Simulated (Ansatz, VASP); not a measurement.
TiB2: VASP beside Ansatz

File INCAR:

```
  PREC = Accurate
  ENCUT = 520
  EDIFF = 1E-6
  ISMEAR = 1
  SIGMA = 0.1
  LREAL = F
  LASPH = T
  NELM = 100
  ALGO = Normal
  ISIF = 2
  LWAVE = F
  LCHARG = T
  GGA = PS
  LELF = T
  LVHAR = T
  NBANDS = 16
```

File KPOINTS:

```
Automatic mesh
0
Gamma
  11 11 9
```

The input POSCAR:

```
TiB2
1.0
    3.0292000000      0.0000000000      0.0000000000
   -1.5146000000      2.6233640000      0.0000000000
    0.0000000000      0.0000000000      3.2284000000
Ti B
1 2
Direct
    0.0000000000      0.0000000000      0.0000000000
    0.3333333333      0.6666666667      0.5000000000
    0.6666666667      0.3333333333      0.5000000000
```

Input for Ansatz:

```yaml
crystal:
  lattice:
    - [3.0292, 0.0, 0.0]
    - [-1.5146, 2.623364, 0.0]
    - [0.0, 0.0, 3.2284]
  atoms:
    - { symbol: Ti, position: [0.0, 0.0, 0.0] }
    - { symbol: B, position: [0.3333333333333333, 0.6666666666666666, 0.5] }
    - { symbol: B, position: [0.6666666666666666, 0.3333333333333333, 0.5] }
basis:
  ecutwfc: 517.016338673772
kpoints:
  mp_grid:
    grid: [11, 11, 9]
hamiltonian:
  xc: pbesol
scf:
  convergence:
    dr2_threshold: 1.0e-10
  occupations:
    method: methfessel_paxton
output:
  stress: true
```

Alike in both runs: task single point; functional PBEsol; k mesh 11 × 11 × 9; no spin polarisation.

|  | VASP | Ansatz |
| --- | --- | --- |
| version | VASP 6.6.1 | Ansatz 0.2.0 |
| potentials or method | VASP PAW PBE potentials, release 64 (Ti_sv, B) | plane waves, PAW |
| plane-wave cutoff (eV) | 520 | 517 |
| occupations | methfessel-paxton of order 1, width 0.1 eV | methfessel-paxton of order 1 |
| valence electrons in the cell | 18 | 18 |

```csv
,VASP,Ansatz,Ansatz less VASP
pressure (GPa),-4.7,-5.2,-0.44
largest component of the traceless stress (GPa),1.98,1.90,-0.077
```

Caveats: the PAW data sets were made with another functional, which shifts forces and pressure a little (VASP).
